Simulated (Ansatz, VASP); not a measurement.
# Two plane-wave programs on Na

```
Na
1.0
    -1.84974    1.84974    2.58344
     1.84974   -1.84974    2.58344
     1.84974    1.84974   -2.58344
Na
1
Direct
  0.00000 0.00000 0.00000
```

Change from the starting cell: volume scaled by 0.94.

Alike in both runs: task single point; functional PBE; k mesh 10 × 10 × 10; occupations fermi-dirac, width 0.05 eV; no spin polarisation.

|  | VASP | Ansatz |
| --- | --- | --- |
| version | VASP 6.6.1 | Ansatz 0.2.0 |
| potentials or method | VASP PAW PBE potentials, release 64 (Na_pv) | Ansatz PAW |
| plane-wave cutoff (eV) | 520 | 420 |
| valence electrons in the cell | 7 | 9 |

```csv
,VASP,Ansatz,Ansatz less VASP
gap on the k mesh at the Fermi level (eV),none,none,-
pressure (GPa),0.4,0.4,+0.03
```

A gap of «none» marks a metal or a gap that the smearing closes. With one functional, cell and mesh, what is left measures potentials, basis and numerics. The two sets of potentials don't hold the same shells in valence.
